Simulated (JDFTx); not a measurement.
## PtS2 under changes of volume

One of the cells (18.261 Å³/atom); the others are scaled copies at fixed shape and fractional positions:

```
Pt S
1.0
     3.54320    0.00000    0.00000
    -1.77160    3.06850    0.00000
     0.00000    0.00000    5.03880
Pt S
1 2
Cartesian
  0.0000 0.0000 0.0000
  1.7716 1.0228 3.8950
  0.0000 2.0457 1.1438
```

| Quantity | Value |
| --- | --- |
| Program | JDFTx 1.7.0 (patched build) |
| Functional | PBEsol |
| Potentials or basis | PseudoDojo-SR-PBEsol-0.4.1-standard with smoothed tails |
| Cutoff | 1143 eV |
| Density cutoff | 9143 eV |
| k mesh | 9 × 9 × 5 |
| Occupations | fermi-dirac, width 0.05 eV |
| Spin | no spin polarisation |

| volume (Å³/atom) | energy over the lowest point (meV/atom) | pressure (GPa) | gap on the mesh (eV) | largest force (eV/Å) |
| --- | --- | --- | --- | --- |
| 17.165 | ? | ? | ? | ? |
| 17.531 | 59.04 | 13.7 | 0.99 | 1.610 |
| 17.896 | 32.30 | 9.8 | 0.97 | 1.260 |
| 18.261 | 14.14 | 6.2 | 0.95 | 0.938 |
| 18.626 | 3.64 | 3.0 | 0.93 | 0.641 |
| 18.992 | 0.00 | 0.2 | 0.91 | 0.368 |
| 19.357 | 2.51 | -2.4 | 0.89 | 0.115 |

**Question.** What does the run at 17.165 Å³/atom give?

**Answer.** Energy over the lowest point 95.37 meV/atom; pressure 18.2 GPa; gap on the mesh 1.00 eV; largest force 1.989 eV/Å.

Worked out: A Birch-Murnaghan fit of order 3 (a polynomial in V^(-2/3)) to the other rows has its minimum at 19.02 Å³/atom with B0 = V·E''(V) = 139 GPa and B' = 4.8 at fixed shape and positions, which overstates the stiffness. It gives 95.49 meV/atom at 17.165 Å³/atom, against the run's 95.37, and -dE/dV = 18.2 GPa, against 18.2. A straight line through the other rows of the gap, of slope -1.01 eV per unit of ln V, extrapolates to 1.01 eV, against the run's 1.00.

Energies are extrapolated to zero smearing.

Caveats: spin-orbit coupling is left out, which moves the levels of the heavy elements; an odd mesh through Γ misses points on the zone boundary, where band edges often lie; forces of over 1 eV/Å show positions far from the minimum, so gaps and moduli don't describe the material at rest (some runs).
